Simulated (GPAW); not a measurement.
Sb:

```xyz
1
Lattice="0.0000 2.3712 2.3712 2.3712 0.0000 2.3712 2.3712 2.3712 0.0000" Properties=species:S:1:pos:R:3 pbc="T T T"
Sb    0.0000    0.0000    0.0000
```

This isn't the form of Sb at room conditions, which is rhombohedral.

Base run:

| Quantity | Value |
| --- | --- |
| Program | GPAW 26.7.0 |
| Functional | LDA |
| Potentials or basis | the program's PAW data sets (release 1.2.1) made for this functional |
| Cutoff | 500 eV |
| Basis | pw |
| k mesh | 8 × 8 × 8 |
| Occupations | fermi-dirac, width 0.05 eV |
| Spin | no spin polarisation |

Its results: band gap on the k mesh none (metal or under the smearing width); pressure -2.8 GPa.

Question: The run is repeated on the same cell with these changes: cutoff from 500 eV to 450 eV. What comes out?

Answer: Band gap on the k mesh none (metal or under the smearing width); pressure -4.0 GPa.

Caveats: the cutoff is short for stress and forces, so pressures can be off by a GPa or more.
